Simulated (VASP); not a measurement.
# TaC (R-3m) in VASP: electric field gradients with PBE

Aim: the electric field gradients of TaC with PBE.

All numbers are computed with VASP 6.6.1; they aren't measurements. Logs are shortened: lines on timing, memory, paths and dates and some standing lists are left out, and cuts for length are marked.

## (1) The cell of the first run

Symmetry: R-3m, No. 166, trigonal system. Conventional cell: a = 3.165 Å, b = 3.165 Å, c = 7.637 Å, α = 90.00°, β = 90.00°, γ = 120.00°. Ta (site symmetry -3m) has 6 C at 2.23 Å as nearest neighbours. C (site symmetry -3m) is surrounded by 6 Ta at 2.23 Å.

## (2) Electric field gradients, PBE (equal xy, yz and zx shear strains of -1 %)

Input file INCAR:

```
PREC = Accurate ; ENCUT = 520
EDIFF = 1E-8 ; ISMEAR = -1
SIGMA = 0.08 ; LREAL = F
LASPH = T ; NELM = 100
ALGO = Normal ; ISIF = 2
LWAVE = F ; LCHARG = F
GGA = PE ; LEFG = T
NBANDS = 14
```

Input file KPOINTS:

```
Automatic mesh
0
Gamma
  13 13 13
```

Input file POSCAR:

```
TaC
1.0
   -0.0222700000      2.2158650000      2.2158650000
    2.2158650000     -0.0222700000      2.2158650000
    2.2158650000      2.2158650000     -0.0222700000
Ta C
1 1
Direct
    0.0000000000      0.0000000000      0.0000000000
    0.5000000000      0.5000000000      0.5000000000
```

Potentials or basis: VASP PAW PBE potentials, release 64 (Ta_pv, C).

Started as:

```sh
cat potpaw_PBE.64/Ta_pv/POTCAR potpaw_PBE.64/C/POTCAR > POTCAR
mpirun -np 1 vasp_std > vasp.out
```

OUTCAR:

```text
PREC = Accurate
   ENCUT = 520
   EDIFF = 1E-8
   ISMEAR = -1
   LREAL = F
   LASPH = T
   NELM = 100
   ISIF = 2
   GGA = PE

 ion  position               nearest neighbor table
   1  0.000  0.000  0.000-   2 2.23   2 2.23   2 2.23   2 2.23   2 2.23   2 2.23
   2  0.500  0.500  0.500-   1 2.23   1 2.23   1 2.23   1 2.23   1 2.23   1 2.23

  LATTYP: Found a trigonal (rhomboedric) cell.
 ALAT       =     3.1337854664
 COS(alpha) =     0.4899250057

  Lattice vectors:

 A1 = (  -0.0222700000,   2.2158650000,   2.2158650000)
 A2 = (   2.2158650000,  -0.0222700000,   2.2158650000)
 A3 = (   2.2158650000,   2.2158650000,  -0.0222700000)

Analysis of symmetry for initial positions (statically):
=====================================================================
 Subroutine PRICEL returns:
 Original cell was already a primitive cell.

 Routine SETGRP: Setting up the symmetry group for a
 trigonal (rhombohedral) supercell.

 Subroutine GETGRP returns: Found 12 space group operations
 (whereof 12 operations were pure point group operations)
 out of a pool of 12 trial point group operations.

The static configuration has the point symmetry D_3d.

Analysis of symmetry for dynamics (positions and initial velocities):
=====================================================================
 Subroutine PRICEL returns:
 Original cell was already a primitive cell.

 Routine SETGRP: Setting up the symmetry group for a
 trigonal (rhombohedral) supercell.

 Subroutine GETGRP returns: Found 12 space group operations
 (whereof 12 operations were pure point group operations)
 out of a pool of 12 trial point group operations.

The dynamic configuration has the point symmetry D_3d.

 Subroutine INISYM returns: Found 12 space group operations
 (whereof 12 operations are pure point group operations),
 and found     1 'primitive' translations

----------------------------------------------------------------------------------------

                                     Primitive cell

  volume of cell :      22.0881

  direct lattice vectors                    reciprocal lattice vectors
    -0.022270000  2.215865000  2.215865000    -0.222272002  0.224528571  0.224528571
     2.215865000 -0.022270000  2.215865000     0.224528571 -0.222272002  0.224528571
     2.215865000  2.215865000 -0.022270000     0.224528571  0.224528571 -0.222272002

  length of vectors
     3.133785466  3.133785466  3.133785466     0.387596441  0.387596441  0.387596441

  position of ions in fractional coordinates (direct lattice)
     0.000000000  0.000000000  0.000000000
     0.500000000  0.500000000  0.500000000

  ion indices of the primitive-cell ions
   primitive index   ion index
                 1           1
                 2           2

----------------------------------------------------------------------------------------

 KPOINTS: Automatic mesh

Automatic generation of k-mesh.
 Grid dimensions read from file:
 generate k-points for:   13   13   13

 Generating k-lattice:

  Cartesian coordinates                     Fractional coordinates (reciprocal lattice)
    -0.017097846  0.017271429  0.017271429     0.076923077  0.000000000  0.000000000
     0.017271429 -0.017097846  0.017271429     0.000000000  0.076923077  0.000000000
     0.017271429  0.017271429 -0.017097846     0.000000000  0.000000000  0.076923077

  Length of vectors
     0.029815111  0.029815111  0.029815111

  Shift w.r.t. Gamma in fractional coordinates (k-lattice)
     0.000000000  0.000000000  0.000000000

 Subroutine IBZKPT returns following result:
 ===========================================

 Found    231 irreducible k-points:

 Following reciprocal coordinates:
            Coordinates               Weight
  0.000000  0.000000  0.000000      1.000000
  0.076923  0.000000  0.000000      6.000000
  0.153846  0.000000  0.000000      6.000000
  0.230769  0.000000  0.000000      6.000000
  0.307692  0.000000  0.000000      6.000000
  0.384615  0.000000 -0.000000      6.000000
[... 16 lines left out ...]
  0.384615  0.153846  0.000000     12.000000
  0.461538  0.153846  0.000000     12.000000
 [... further k-points ...]
   k-points           NKPTS =    231   k-points in BZ     NKDIM =    231   number of bands    NBANDS=     14
   number of dos      NEDOS =    301   number of ions     NIONS =      2
   total plane-waves  NPLWV =  13824
   dimension x,y,z NGX =    24 NGY =   24 NGZ =   24
   dimension x,y,z NGXF=    48 NGYF=   48 NGZF=   48
   ions per type =               1   1
   NGX,Y,Z   is equivalent  to a cutoff of  12.73, 12.73, 12.73 a.u.
   NGXF,Y,Z  is equivalent  to a cutoff of  25.46, 25.46, 25.46 a.u.
 SYSTEM =  unknown system
   PREC   = accura    normal or accurate (medium, high low for compatibility)
   ISTART =      0    job   : 0-new  1-cont  2-samecut
   ICHARG =      2    charge: 1-file 2-atom 10-const
   ISPIN  =      1    spin polarized calculation?
   LNONCOLLINEAR =      F non collinear calculations
   LSORBIT =      F    spin-orbit coupling
   LASPH  =      T    aspherical Exc in radial PAW
   ENCUT  =  520.0 eV  38.22 Ry    6.18 a.u.   5.83  5.83  5.83*2*pi/ulx,y,z
   NELM   =    100;   NELMIN=  2; NELMDL= -5     # of ELM steps
   EDIFF  = 0.1E-07   stopping-criterion for ELM
   LREAL  =      F    real-space projection
   EDIFFG = 0.1E-06   stopping-criterion for IOM
   NSW    =      0    number of steps for IOM
   IBRION =     -1    ionic relax: 0-MD 1-quasi-New 2-CG
   NFREE  =      0    steps in history (QN), initial steepest desc. (CG)
   ISIF   =      2    stress and relaxation
   ISYM   =      2    0-nonsym 1-usesym 2-fastsym
   POTIM  = 0.5000    time-step for ionic-motion
   TEBEG  =    0.0;   TEEND  =   0.0 temperature during run
   PSTRESS=    0.0 pullay stress
   NELECT =      15.0000    total number of electrons
   NUPDOWN=      -1.0000    fix difference up-down
   EMIN   =  10.00;   EMAX   =-10.00  energy-range for DOS
   EFERMI =   0.00;   METHOD = LEGACY
   ISMEAR =    -1;   SIGMA  =   0.08  broadening in eV -4-tet -1-fermi 0-gaus
   EFERMI_NEDOS =   21; number of points for ismear=-14 and -15
   IALGO  =     38    algorithm
   IMIX   =      4    mixing-type and parameters
     AMIX     =   0.40;   BMIX     =  1.00
     AMIX_MAG =   1.60;   BMIX_MAG =  1.00
  volume/ion in A,a.u.               =      11.04        74.53
  Fermi-wavevector in a.u.,A,eV,Ry     =   1.438973  2.719264 28.172806  2.070643
  Thomas-Fermi vector in A             =   2.557880
   LORBIT       =      0    0 simple, 1 ext, 2 COOP (PROOUT), +10 PAW based schemes
   GGA     = PE    functional components
   LHFCALC =     F    Hartree Fock is set to
   AEXX    =    0.0000 exact exchange contribution
   IVDW    =     0    specifies the selected vdW correction
   LEPSILON=     F    determine dielectric tensor
   LRPA    =     F    only Hartree local field effects (RPA)
 non-spin polarized calculation
  energy-cutoff  :      520.00
  volume of cell :       22.09
 maximum number of plane-waves:       608
   NGX = 11   NGY = 11   NGZ = 11

 number of electron      15.0000000 magnetization

 Free energy of the ion-electron system (eV)
  ---------------------------------------------------
  ext. energy  EPLUGINS =         0.00000000
  ---------------------------------------------------
  free energy    TOTEN  =       -22.20177185 eV

  energy without entropy =      -22.19166140  energy(sigma->0) =      -22.19671662

 E-fermi :   8.4174     XC(G=0): -13.2076

 val. band max:        8.3971940474   @ k =  -0.0769   0.3077   0.0769
 cond. band min:       8.4174565166   @ k =   0.3077   0.0769   0.0769
 fundamental gap:      0.0202624693
 Fermi energy:         8.4174036596

 k-point     1 :       0.0000    0.0000    0.0000
  band No.  band energies     occupation
      1     -26.6694      2.00000
      2     -26.6694      2.00000
      3     -26.6498      2.00000
      4      -6.4196      2.00000
      5       6.9923      2.00000
      6       6.9923      2.00000
      7       7.2189      2.00000
      8       7.8882      1.99732
      9       7.8882      1.99732
     10       8.0033      1.98877
     11       9.0638      0.00062
     12       9.0638      0.00062
     13      14.9967      0.00000
     14      18.4594      0.00000

 k-point     2 :       0.0769    0.0000    0.0000
  band No.  band energies     occupation
      1     -26.7108      2.00000
      2     -26.6733      2.00000
      3     -26.6561      2.00000
      4      -6.2531      2.00000
      5       6.1966      2.00000
      6       6.5621      2.00000
      7       6.7320      2.00000
      8       7.5323      1.99997
      9       7.6412      1.99988
     10       8.3815      1.22081
     11      10.1798      0.00000
     12      10.2052      0.00000
     13      15.3160      0.00000
     14      18.8724      0.00000

 k-point     3 :       0.1538    0.0000    0.0000
  band No.  band energies     occupation
      1     -26.8281      2.00000
      2     -26.6841      2.00000
      3     -26.6691      2.00000
      4      -5.7733      2.00000
      5       4.8749      2.00000
      6       5.4620      2.00000
      7       5.6101      2.00000
      8       7.8795      1.99760
      9       8.0216      1.98590
     10       8.8714      0.00684
     11      11.8968      0.00000
     12      11.9122      0.00000
     13      16.0924      0.00000
     14      19.9593      0.00000
[... 324 lines left out ...]
 k-point    23 :       0.3846    0.1538    0.0000
  band No.  band energies     occupation
      1     -27.1918      2.00000
      2     -26.7859      2.00000
      3     -26.7699      2.00000
      4      -3.6970      2.00000
      5       1.5855      2.00000
      6       3.5448      2.00000
      7       4.3090      2.00000
      8       7.9393      1.99494
      9      10.9619      0.00000
     10      11.5713      0.00000
     11      14.2067      0.00000
     12      15.8255      0.00000
     13      18.4545      0.00000
     14      21.1410      0.00000

 k-point    24 :       0.4615    0.1538    0.0000
  band No.  band energies     occupation
      1     -27.2847      2.00000
      2     -26.8159      2.00000
      3     -26.7725      2.00000
      4      -2.9675      2.00000
      5       0.8559      2.00000
      6       3.2128      2.00000
      7       3.7521      2.00000
      8       8.8300      0.01145
      9      11.3685      0.00000
     10      12.0655      0.00000
     11      15.6081      0.00000
     12      15.6833      0.00000
     13      18.5006      0.00000
     14      20.6351      0.00000

 [... further k-points ...]

------------------------ aborting loop because EDIFF is reached ----------------------------------------

  FORCE on cell =-STRESS in cart. coord.  units (eV):
  Direction    XX          YY          ZZ          XY          YZ          ZX
  --------------------------------------------------------------------------------------
  -------------------------------------------------------------------------------------
  Total        0.7716215      0.7716215      0.7716215      0.2576070      0.2576070      0.2576070
  in kB       55.9702096     55.9702096     55.9702096     18.6857367     18.6857367     18.6857367
  external PRESSURE =      55.9702096 kB  Pullay stress =       0.0000000 kB

 VOLUME and BASIS-vectors are now :
 -----------------------------------------------------------------------------
  energy-cutoff  :      520.00
  volume of cell :       22.09
      direct lattice vectors                 reciprocal lattice vectors
    -0.022270000  2.215865000  2.215865000    -0.222272002  0.224528571  0.224528571
     2.215865000 -0.022270000  2.215865000     0.224528571 -0.222272002  0.224528571
     2.215865000  2.215865000 -0.022270000     0.224528571  0.224528571 -0.222272002

 POSITION                                       TOTAL-FORCE (eV/Angst)
 -----------------------------------------------------------------------------------
      0.00000      0.00000      0.00000         0.000000      0.000000      0.000000
      2.20473      2.20473      2.20473        -0.000000     -0.000000     -0.000000
 -----------------------------------------------------------------------------------
    total drift:                                0.000000     -0.000000     -0.000000

  FREE ENERGIE OF THE ION-ELECTRON SYSTEM (eV)
  ---------------------------------------------------
  free  energy   TOTEN  =       -22.2017718465 eV

  energy  without entropy=      -22.1916614033  energy(sigma->0) =      -22.19671662

 Electric field gradients (V/A^2)
---------------------------------------------------------------------
 ion       V_xx      V_yy      V_zz      V_xy      V_xz      V_yz
---------------------------------------------------------------------
   1      -0.000    -0.000    -0.000    -1.874    -1.874    -1.874
   2      -0.000    -0.000     0.000    -0.275    -0.275    -0.275
---------------------------------------------------------------------

 Electric field gradients after diagonalization (V/A^2)
 (convention: |V_zz| > |V_xx| > |V_yy|)
----------------------------------------------------------------------
 ion       V_xx      V_yy      V_zz     asymmetry (V_yy - V_xx)/ V_zz
----------------------------------------------------------------------
   1       1.874     1.874    -3.749       0.000
   2       0.275     0.275    -0.550       0.000
----------------------------------------------------------------------

           NMR quadrupolar parameters

 Cq : quadrupolar parameter    Cq=e*Q*V_zz/h
 eta: asymmetry parameters     (V_yy - V_xx)/ V_zz
 Q  : nuclear electric quadrupole moment in mb (millibarn)
----------------------------------------------------------------------
 ion       Cq(MHz)       eta       Q (mb)
----------------------------------------------------------------------
   1      -0.009       0.000       1.000
   2      -0.001       0.000       1.000
----------------------------------------------------------------------
```

Wall time 44 s (1 thread of Intel Xeon Platinum 8259CL at 2.50GHz (Skylake/Cascade Lake), shared host); peak memory 0.2 GiB.

Results:

| Quantity | Value |
| --- | --- |
| Free energy | -22.2018 eV |
| Pressure | 5.6 GPa |
| Band gap on the k mesh | none (metal or under the smearing width) |

Stress tensor (GPa, compression positive):
```
5.60 1.87 1.87
1.87 5.60 1.87
1.87 1.87 5.60
```

Electric field gradients, principal values (V/Å²):
```csv
atom,Vxx,Vyy,Vzz
1 Ta,1.874,1.874,-3.749
2 C,0.275,0.275,-0.550
```
